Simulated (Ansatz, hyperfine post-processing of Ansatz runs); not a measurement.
# Li3MnPCO7: isotropic lines and sites in a paramagnetic 7Li spectrum

Calculated values: DFT, PBEsol+U, plane-wave PAW, default files (PAW set soft_2), collinear spin, scalar-relativistic (Ansatz), contact and point-dipole shifts scaled to 320 K with Θ = 0 K (a pure Curie law); spin-only moments, above the ordering temperature.

```cif
data_structure
_symmetry_space_group_name_H-M 'P 1'
_symmetry_Int_Tables_number 1
_cell_length_a 6.7109
_cell_length_b 8.3300
_cell_length_c 5.2807
_cell_angle_alpha 90.000
_cell_angle_beta 90.000
_cell_angle_gamma 90.000
_cell_volume 295.20
loop_
_atom_site_label
_atom_site_type_symbol
_atom_site_fract_x
_atom_site_fract_y
_atom_site_fract_z
_atom_site_occupancy
Mn1 Mn 0.00000 0.66927 0.00630 1
Mn2 Mn 0.50000 0.33073 0.50630 1
P3 P 0.00000 0.42029 0.51532 1
P4 P 0.50000 0.57971 0.01532 1
O5 O 0.31654 0.67658 0.91985 1
O6 O 0.68346 0.67658 0.91985 1
O7 O 0.50000 0.40569 0.90264 1
O8 O 0.00000 0.43835 0.80920 1
O9 O 0.00000 0.89156 0.75930 1
O10 O 0.50000 0.07658 0.67987 1
O11 O 0.50000 0.86197 0.42071 1
O12 O 0.18346 0.32342 0.41985 1
O13 O 0.81654 0.32342 0.41985 1
O14 O 0.00000 0.59431 0.40264 1
O15 O 0.50000 0.56165 0.30920 1
O16 O 0.50000 0.10844 0.25930 1
O17 O 0.00000 0.92342 0.17987 1
O18 O 0.00000 0.13803 0.92071 1
C19 C 0.00000 0.98523 0.95567 1
C20 C 0.50000 0.01477 0.45567 1
Li21 Li 0.50000 0.92906 0.98776 1
Li22 Li 0.78970 0.29348 0.01720 1
Li23 Li 0.21030 0.29348 0.01720 1
Li24 Li 0.00000 0.07094 0.48776 1
Li25 Li 0.71030 0.70652 0.51720 1
Li26 Li 0.28970 0.70652 0.51720 1
```

7Li MAS at 11.7 T (193.6 MHz), 20 kHz, 320 K; contact and dipolar shift alone, no orbital or quadrupolar part; lines under 1.5 % of the strongest are left out. Lines of the NMR spectrum (strongest = 100):

| position (ppm) | intensity |
| --- | --- |
| -751.2 | 4.8 |
| -647.9 | 14 |
| -544.6 | 34 |
| -447.0 | 1.7 |
| -441.3 | 55 |
| -343.7 | 5.7 |
| -338.0 | 68 |
| -240.4 | 15 |
| -234.7 | 38 |
| -137.1 | 29 |
| -131.4 | 70 |
| -33.8 | 35 |
| -28.1 | 100 |
| 69.5 | 29 |
| 75.2 | 93 |
| 172.8 | 42 |
| 178.5 | 97 |
| 276.1 | 54 |
| 281.7 | 77 |
| 379.4 | 42 |
| 385.0 | 51 |
| 482.7 | 27 |
| 488.3 | 20 |
| 586.0 | 34 |
| 591.6 | 6.2 |
| 689.3 | 29 |
| 694.9 | 1.6 |
| 792.6 | 15 |
| 895.9 | 5.9 |
| 999.2 | 1.8 |

**Question.** Which lines are isotropic ones rather than spinning sidebands, and which Li atoms give them?

Sidebands are spaced by 103 ppm (the spinning rate over the resonance of 193.6 MHz). An isotropic line need not be the tallest: it is the area-weighted centre of its own family of sidebands, and the one that stays put when the rate is changed. Isotropic shifts: 276 ppm for atom 21 and the 1 atom equivalent to it (4 Mn through links of 119° (2), 150° (1) and 171° (1)), reduced anisotropy 599 ppm; -28 ppm for atom 22 and the 3 atoms equivalent to it (3 Mn through links of 97 to 104° (3)), reduced anisotropy -628 ppm. The families' total areas stand as 1:2, which settles the match.

[Logs are printed without paths, hosts, clocks, repeated set-up lines and the standing remarks that a program may print on its own settings, such as how far it seeks lower states.]

[Hosts, paths, dates, database ids (printed as entryN), source tags and the programs' standing remarks are cut or masked in the printed files.]
